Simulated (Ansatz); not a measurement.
Input and command of a plane-wave DFT calculation in Ansatz:

```yaml
crystal:
  lattice:
    - [1.97955, -6.0472, 0.0]
    - [1.97955, 6.0472, 0.0]
    - [0.0, 0.0, 4.0315]
  atoms:
    - { symbol: Ti, position: [0.649, 0.351, 0.0] }
    - { symbol: Ti, position: [0.351, 0.649, 0.0] }
    - { symbol: Al, position: [0.0, 0.0, 0.0] }
    - { symbol: Al, position: [0.824, 0.176, 0.5] }
    - { symbol: Al, position: [0.176, 0.824, 0.5] }
    - { symbol: Al, position: [0.5, 0.5, 0.5] }
basis:
  ecutwfc: 500
kpoints:
  mp_grid: { grid: [2, 2, 2] }
hamiltonian:
  xc: r2scan
scf:
  occupations: { method: gaussian, width: 0.1 }
output:
  forces: true
  stress: true
  eigenvalues: true
```

```bash
ansatz run input.yaml --threads 1 --pin off --max-ram 2560MiB --backend cpu --events-out ev --progress --plain --runs-dir out
```

Processor: AMD EPYC 7R43 64-Core Processor (Zen 3), 1 thread, on a host shared with other jobs.

**Question.** How long does it run, and how much memory does it take?

**Answer.** About 7.9 s on 1 thread of AMD EPYC 7R43 64-Core Processor (Zen 3), with other jobs on the host, peak memory 0.67 GiB. It solves 24 bands at 6 k points (the mesh reduced by the symmetry that the task leaves, which can be less than the crystal's) with about 2467 plane waves, in 7 SCF iterations.
